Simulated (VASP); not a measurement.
# Sb: single point with PBE

The system is Sb.

```
Sb
1.0
     2.15420    1.24373    3.75800
    -2.15420    1.24373    3.75800
     0.00000   -2.48746    3.75800
Sb
2
Direct
  0.76651 0.76651 0.76651
  0.23349 0.23349 0.23349
```

```json
{
  "Program": "VASP 6.6.1",
  "Task": "single point",
  "Functional": "PBE",
  "Potentials or basis": "VASP PAW PBE potentials, release 64 (Sb_d_GW)",
  "Cutoff": "450 eV",
  "k mesh": "5 × 5 × 5",
  "Occupations": "gaussian, width 0.02 eV",
  "Spin": "no spin polarisation",
  "Further INCAR settings": "ALGO = Fast; EDIFF = 1e-06"
}
```

```json
{"Pressure": "2.6 GPa", "Largest force": "0.026 eV/Å", "Band gap on the k mesh": "0.38 eV, indirect (least direct gap 0.71 eV)"}
```

Forces in eV/Å, atoms in the order of the input:
```
Sb   0.000  0.000 -0.026
Sb   0.000  0.000  0.026
```

Stress tensor (GPa, compression positive):
```
2.95 0.00 0.00
0.00 2.95 0.00
0.00 0.00 1.86
```

Levels at points of the mesh, in eV from the valence-band top:
| k point | band 13 | band 14 | band 15 | band 16 | band 17 | band 18 |
| --- | --- | --- | --- | --- | --- | --- |
| (0.00, 0.00, 0.00) | -1.96 | -1.69 | -1.69 | 2.21 | 2.81 | 2.81 |

Run time: 16 s on 1 thread of Intel(R) Xeon(R) 6975P-C (Granite Rapids) (shared host), peak memory 0.18 GiB.

Caveat: spin-orbit coupling is left out, which moves the levels of the heavy elements; an odd mesh through Γ misses points on the zone boundary, where band edges often lie.
